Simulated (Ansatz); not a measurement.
This log comes from Ansatz, run on AlN (started from an entry of an open crystallographic database). The cell was relaxed beforehand with r2SCAN.

Structure:
```cif
data_structure
_symmetry_space_group_name_H-M 'P 1'
_symmetry_Int_Tables_number 1
_cell_length_a 3.1067
_cell_length_b 3.1067
_cell_length_c 4.9786
_cell_angle_alpha 90.000
_cell_angle_beta 90.000
_cell_angle_gamma 120.000
_cell_volume 41.61
loop_
_atom_site_label
_atom_site_type_symbol
_atom_site_fract_x
_atom_site_fract_y
_atom_site_fract_z
_atom_site_occupancy
Al1 Al 0.33333 0.66667 0.99920 1
Al2 Al 0.66667 0.33333 0.49920 1
N1 N 0.33333 0.66667 0.38080 1
N2 N 0.66667 0.33333 0.88080 1
```

Main lines of the log:
```
Pseudopotential: Al, paw, valence charge 3, recommended cutoff 420 eV (normal)
Pseudopotential: N, paw, valence charge 5, recommended cutoff 420 eV (normal)
Functional definition: PBE
Crystal: 4 atoms, lattice volume = 41.613 Å³
Basis set: ecut = 420 eV, 809 PW (Γ)
Bands: 12, of which v1, the nominal top of the filled ones, is band 8 counted from 1 (7 counted from 0)
Symmetry: 12 space group operations
k-points: 95 of 324 (irreducible under 2 space group operations, time reversal used)
preconditioner: auto → none  [insulator: Δε(μ)=4.228 eV  ℏωp=23.0 eV]
SCF converged after 6 iterations
Free energy (F): -1848.494153 eV
Fermi energy:    7.188466 eV
--- Per-component energies (eV) ---
  E_band       = 30.999051
  E_kinetic    = 319.351949
  E_local      = -447.410828
  E_nonlocal   = 110.926888
  E_hartree    = 155.434071
  E_xc         = -203.842195
  E_vxc        = -216.145685
  E_paw        = -1190.383797
  E_vpaw       = -46.591647
  E_ewald      = -592.570436
--- Dielectric response (ions clamped): 3 representative field directions + reference, inside a basis on a mesh of 400 k-points ---
  ε∞ (high-frequency dielectric tensor):
        4.430393     0.000000     0.000000
        0.000000     4.430393     0.000000
        0.000000     0.000000     4.653159
  Born effective charges Z* (e; rows j = field, columns β = displacement):
    site 0:
         2.52627    0.00000    0.00000
         0.00000    2.52627    0.00000
         0.00000    0.00000    2.68618
    site 1:
         2.52627    0.00000    0.00000
         0.00000    2.52627    0.00000
         0.00000    0.00000    2.68618
    site 2:
        -2.52627    0.00000    0.00000
         0.00000   -2.52627    0.00000
         0.00000    0.00000   -2.68618
    site 3:
        -2.52627    0.00000    0.00000
         0.00000   -2.52627    0.00000
         0.00000    0.00000   -2.68618
  ε∞ is read to err by 1.5e-2, Z* by 1.2e-2 e
```

Question: Which of these blocks stood in the input: relax, gw, phonons, dielectric, magnetization (spin_orbit)?

Answer: dielectric. A response with clamped ions alone is the dielectric block.

Question: Which k mesh was typed?

Answer: 9×9×4, Γ-centred. This is one of several that fit.

Question: How were the bands filled?

Answer: Fixed occupations.

Run as `ansatz run input.yaml --threads 2 --pin off --max-ram 2211MiB --backend cpu --events-out ev --progress --plain --runs-dir out`. Wall time 8.2 s on 2 threads of AMD EPYC 9R45 96-Core Processor (Zen 5) (shared host); peak host memory 0.55 GiB.

The values are computed, spin-unpolarised, and not measurements.
